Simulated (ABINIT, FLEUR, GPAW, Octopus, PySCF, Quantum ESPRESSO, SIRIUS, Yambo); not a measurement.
The band gap of PbSe, sorted by core time

Symmetry: Fm-3m, No. 225, cubic system. Conventional cell: a = 6.121 Å, b = 6.121 Å, c = 6.121 Å, α = 90.00°, β = 90.00°, γ = 90.00°. Pb (site symmetry m-3m) has 6 Se at 3.06 Å as nearest neighbours. Se (site symmetry m-3m) is surrounded by 6 Pb at 3.06 Å.

```tsv
rung	level	program and potentials	cutoff (eV)	k mesh	smearing	task	core time	chip	band gap (eV)	miss (eV)	notes
Hartree-Fock	Hartree-Fock on LDA	Yambo, PseudoDojo 0.4.1 SR LDA stringent	1415	4 × 4 × 4	fixed	Hartree-Fock levels	3.8 s	AMD EPYC 7R43 Zen 3	4.28	+4.00	coarse mesh; 23 valence electrons an atom on average
Hartree-Fock	Hartree-Fock on PBEsol	Yambo, PseudoDojo 0.4 SR PBEsol stringent	1415	4 × 4 × 4	fixed	Hartree-Fock levels	4.3 s	Arm Neoverse V1	4.18	+3.90	coarse mesh; 23 valence electrons an atom on average
GGA	PBE	Quantum ESPRESSO, SG15 PBE 1.2	952	4 × 4 × 4	fermi-dirac 0.05	single point	8.4 s	INTEL XEON PLATINUM 8581C Emerald Rapids	0.28	+0.00	coarse mesh; 10 valence electrons an atom on average
GGA	PBE	ABINIT, SG15 NC PBE v1.2	490	6 × 6 × 6	fixed	single point	14 s	Arm Neoverse V2	0.28	+0.00	10 valence electrons an atom on average
GGA	PBEsol	Quantum ESPRESSO, GBRV 1.5 PBEsol	612	8 × 8 × 8	fermi-dirac 0.05	single point	32 s	Intel Xeon Platinum 8375C Ice Lake	0.21	-0.07	10 valence electrons an atom on average
model potential	TB-mBJ	GPAW, GPAW PAW data sets for LDA (gpaw-data 1.2.1)	600	6 × 6 × 6	fermi-dirac 0.05	single point	38 s	AMD EPYC 9R14 Zen 4	0.77	+0.49	potentials made for LDA; 10 valence electrons an atom on average
GGA	PBEsol	SIRIUS, PseudoDojo 0.4.1 PBEsol standard (scalar relativistic)	1177	8 × 8 × 8	fermi-dirac 0.05	single point	43 s	AMD EPYC 9R45 Zen 5	0.21	-0.07	15 valence electrons an atom on average
GGA	PBEsol	FLEUR, all-electron, FLAPW	-	8 × 8 × 8	fermi-dirac 0.05	band structure	53 s	Intel Xeon Platinum 8488C Sapphire Rapids	0.20	-0.08	-
GGA	PBEsol	SIRIUS, PseudoDojo 0.4.1 PBE standard (scalar relativistic)	1177	6 × 6 × 6	fermi-dirac 0.05	single point	55 s	Arm Neoverse V1	0.21	-0.07	potentials made for PBE; 15 valence electrons an atom on average
LDA	LDA	SIRIUS, PseudoDojo 0.4.1 PBE standard (scalar relativistic)	1177	6 × 6 × 6	fermi-dirac 0.05	single point	56 s	Arm Neoverse V1	0.22	-0.06	potentials made for PBE; 15 valence electrons an atom on average
model potential	TB-mBJ	GPAW, GPAW PAW data sets for LDA (gpaw-data 1.2.1)	600	8 × 8 × 8	fermi-dirac 0.05	single point	59 s	AMD EPYC 7R43 Zen 3	0.78	+0.50	potentials made for LDA; 10 valence electrons an atom on average
GGA	PBE	PySCF, DZVP-MOLOPT-SR/GTH-PADE (potentials made for LDA)	-	2 × 2 × 2	fixed	atomic charges	4.4 min	Arm Neoverse V2	0.06	-0.22	coarse mesh; atomic basis; potentials made for LDA; 5 valence electrons an atom on average
GGA	PBEsol	Octopus, pseudodojo_pbesol (PseudoDojo 0.4, PBEsol)	-	8 × 8 × 8	fermi-dirac 0.05	single point	8.8 min	Arm Neoverse V1	0.21	-0.07	15 valence electrons an atom on average
```

Times are single runs on shared hosts and different chips, so they are rough; meshes, cutoffs and the tasks' sizes weigh on the time. All rows: no spin polarisation. Gaps are the least found on the k mesh or the band path, and a mesh can miss the band edges. Smearing widths are in eV. The cell comes from a database and isn't always the measured one. Meshes differ between rows, which moves values too. All levels ran on this one cell, unrelaxed unless noted. Meshes are those of the run's cell of 2 atoms unless a note names another. Misses use the values as printed. Runs on faulty files, with rough fits or with known faults for this quantity aren't shown. No row holds spin-orbit coupling.

By rung: LDA 0.22; GGA 0.20 to 0.28; model potential 0.77 to 0.78; GGA on coarse meshes 0.06 to 0.28; Hartree-Fock on coarse meshes 4.18 to 4.28 (eV). Measured: 0.28 eV at 300 K (a printed reference work). Closest, coarse meshes and atomic bases left aside, is PBE with ABINIT, SG15 NC PBE v1.2 (+0.00 eV). The runs are for a static lattice, while measurements hold temperature and zero-point motion; rows without SOC leave out spin-orbit coupling, which moves the band edges where heavy atoms are present.
